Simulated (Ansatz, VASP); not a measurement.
Rh: VASP beside Ansatz

```xyz
1
Lattice="0.0000 1.9104 1.9104 1.9104 0.0000 1.9104 1.9104 1.9104 0.0000" Properties=species:S:1:pos:R:3 pbc="T T T"
Rh    0.0000    0.0000    0.0000
```

Alike in both runs: task single point; functional LDA; k mesh 12 × 12 × 12; occupations fermi-dirac, width 0.05 eV; no spin polarisation.

|  | VASP | Ansatz |
| --- | --- | --- |
| version | VASP 6.6.1 | Ansatz 0.2.0 |
| potentials or method | VASP PAW LDA potentials, release 64 (Rh_pv) | Ansatz PAW |
| plane-wave cutoff (eV) | 520 | 420 |
| valence electrons in the cell | 15 | 17 |

|  | VASP | Ansatz | Ansatz less VASP |
| --- | --- | --- | --- |
| gap on the k mesh at the Fermi level (eV) | none | none | - |
| pressure (GPa) | -14.2 | -14.9 | -0.77 |

A gap of «none» marks a metal or a gap that the smearing closes. The two sets of potentials don't hold the same shells in valence.

Caveats: the PAW data sets come from PBE, with cores solved anew for the run's functional, which leaves a small shift of forces and pressure (Ansatz).
